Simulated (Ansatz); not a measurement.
# Zn$_{3}$InGaO$_{6}$ (R3m)

Method: DFT PBEsol, scalar-relativistic, plane waves, PAW (Ansatz).

Cutoff 420 eV; k points 12×12×12 on the computed 11-atom cell (Γ-centred); Gaussian smearing, width 0.02 eV; no spin polarisation.

The structure is relaxed at this level of theory with its symmetry kept. Whether it is the stable form of this composition wasn't checked.

```yaml
crystal:
  lattice:
    - [1.64477, 0.94961, 13.79151]
    - [-1.64477, 0.94961, 13.79151]
    - [0.00000, -1.89922, 13.79151]
  atoms:
    - { symbol: Zn, position: [0.26110, 0.26110, 0.26110] }
    - { symbol: Zn, position: [0.74133, 0.74133, 0.74133] }
    - { symbol: Zn, position: [0.86572, 0.86572, 0.86572] }
    - { symbol: In, position: [0.00122, 0.00122, 0.00122] }
    - { symbol: Ga, position: [0.13688, 0.13688, 0.13688] }
    - { symbol: O, position: [0.91333, 0.91333, 0.91333] }
    - { symbol: O, position: [0.08935, 0.08935, 0.08935] }
    - { symbol: O, position: [0.18466, 0.18466, 0.18466] }
    - { symbol: O, position: [0.80377, 0.80377, 0.80377] }
    - { symbol: O, position: [0.69420, 0.69420, 0.69420] }
    - { symbol: O, position: [0.30844, 0.30844, 0.30844] }
```

- Space group: R3m (No. 160)
- Volume per atom: 11.75 Å³
- Formation energy from the elements' standard states (uncorrected): -1.619 eV/atom
- Kohn–Sham band gap: 1.00 eV, direct at Γ
- Löwdin character of the top 1 eV of the valence band: O 2p 79 %, Zn 3d 17 %
- Löwdin character of the lowest 1 eV of the conduction band: Zn 4s 30 %, O 2s 24 %, O 2p 18 %, In 5s 13 %, Ga 4s 9 %
- Electron masses at the edge by Cartesian direction of the computed cell, whose vectors are (1.645, 0.950, 13.792), (-1.645, 0.950, 13.792), (0.000, -1.899, 13.792) Å (m_e; degenerate bands sorted by energy; no spin-orbit coupling): x: 0.18; y: 0.18; z: 0.17
- Hole masses at the edge by Cartesian direction of the computed cell, whose vectors are (1.645, 0.950, 13.792), (-1.645, 0.950, 13.792), (0.000, -1.899, 13.792) Å (m_e; degenerate bands sorted by energy; no spin-orbit coupling): x: 2.3, 0.35; y: 2.3, 0.35; z: over 30, over 30

Cost: 3 runs of about 18 core-minutes in all, on Intel Xeon Platinum 8259CL (Skylake/Cascade Lake) (shared hosts).